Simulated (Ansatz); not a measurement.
## How settings move the results for Tl

```
CELL_PARAMETERS angstrom
3.45600 0.00000 0.00000
-1.72800 2.99298 0.00000
0.00000 0.00000 5.52500
ATOMIC_POSITIONS crystal
Tl 0.33333 0.66667 0.25000
Tl 0.66667 0.33333 0.75000
```

Atom numbers follow the list: Tl1, Tl2.

The structure is an experimental refinement, used without relaxation.

No spin–orbit coupling, which matters for the heavy atoms here.

Theory: DFT, PBE, all-electron LAPW, scalar-relativistic in Ansatz 0.2.0.

Numerical set-up: a Γ-centred 11×11×6 k mesh, Fermi–Dirac smearing of 0.05 eV, basis error target 0.5 meV/atom, no spin polarisation. One setting is then changed at a time.

```tsv
filling	energy at zero smearing less the base's (meV/atom)	P (GPa)	cutoff chosen (eV)
Fermi–Dirac 0.05 eV (base)	0.0	3.21	180
tetrahedron	1.3	–	180
cold 0.15 eV	0.1	3.20	180
Gaussian 0.2 eV	-0.7	3.22	180
Gaussian 0.05 eV	0.4	3.21	180
Fermi–Dirac 0.01 eV	0.4	3.20	180
```
